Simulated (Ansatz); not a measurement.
BAs:

```xyz
2
Lattice="0.0000 2.3885 2.3885 2.3885 0.0000 2.3885 2.3885 2.3885 0.0000" Properties=species:S:1:pos:R:3 pbc="T T T"
As    3.5827    3.5827    3.5827
B     0.0000    0.0000    0.0000
```

* Program: Ansatz 0.2.0
* Task: relaxation of cell and atoms
* Functional: PBE
* Potentials or basis: Ansatz PAW
* Cutoff: 420 eV (not typed: the program's choice for these potentials)
* k mesh: 10 × 10 × 10
* Occupations: fermi-dirac, width 0.05 eV
* Spin: no spin polarisation

At the start: volume 13.63 Å³/atom.

Q: How do energy, volume and symmetry change on relaxing?

A: It ends after 4 steps and the volume is 13.90 Å³/atom (+2.0 %); space group F-43m (No. 216, to 0.05 Å).

The path:
```
step  energy change (eV)  largest force (eV/Å)  volume (Å³)
   1              0.0000                0.0000        27.25
   2             -0.0041                0.0000        27.65
   3             -0.0044                0.0000        27.80
   4             -0.0047                0.0000        27.80
```

Final structure:
```
As B
1.0
     0.00000    2.40441    2.40441
     2.40441    0.00000    2.40441
     2.40441    2.40441    0.00000
As B
1 1
Direct
  0.75000 0.75000 0.75000
  0.00000 0.00000 0.00000
```

Caveat: the plane-wave basis is chosen anew once the cell has moved, so the energies of steps on either side of that aren't comparable.
